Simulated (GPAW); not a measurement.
Ti3S4:

```
CELL_PARAMETERS angstrom
3.40643 0.00000 0.00000
-1.70321 2.95005 0.00000
0.00000 0.00000 12.08577
ATOMIC_POSITIONS crystal
Ti 0.00000 0.00000 0.50000
Ti 0.66667 0.33333 0.75552
Ti 0.33333 0.66667 0.24448
S 0.33333 0.66667 0.62365
S 0.66667 0.33333 0.37634
S 0.66667 0.33333 0.12744
S 0.33333 0.66667 0.87256
```

The cell comes from a database or a generator and needn't be the stable form of this composition.

Base run:

| Item | Value |
| --- | --- |
| Program | GPAW 26.7.0 |
| Functional | LDA |
| Potentials or basis | the program's PAW data sets (release 1.2.1) made for this functional |
| Cutoff | 600 eV |
| Basis | pw |
| k mesh | 6 × 6 × 2 |
| Occupations | fermi-dirac, width 0.05 eV |
| Spin | no spin polarisation |

Its results: pressure -7.5 GPa; largest force 0.382 eV/Å.

**Question.** The run is repeated on the same cell with these changes: functional from LDA to r2SCAN; potentials or basis from the program's PAW data sets (release 1.2.1) made for this functional to GPAW PAW data sets (gpaw-data 1.2.1). What comes out?

**Answer.** Pressure -0.7 GPa; largest force 0.149 eV/Å.

Caveats: the PAW data sets were made with another functional, which shifts forces and pressure a little (some runs).

Not every run made on this cell is shown here.
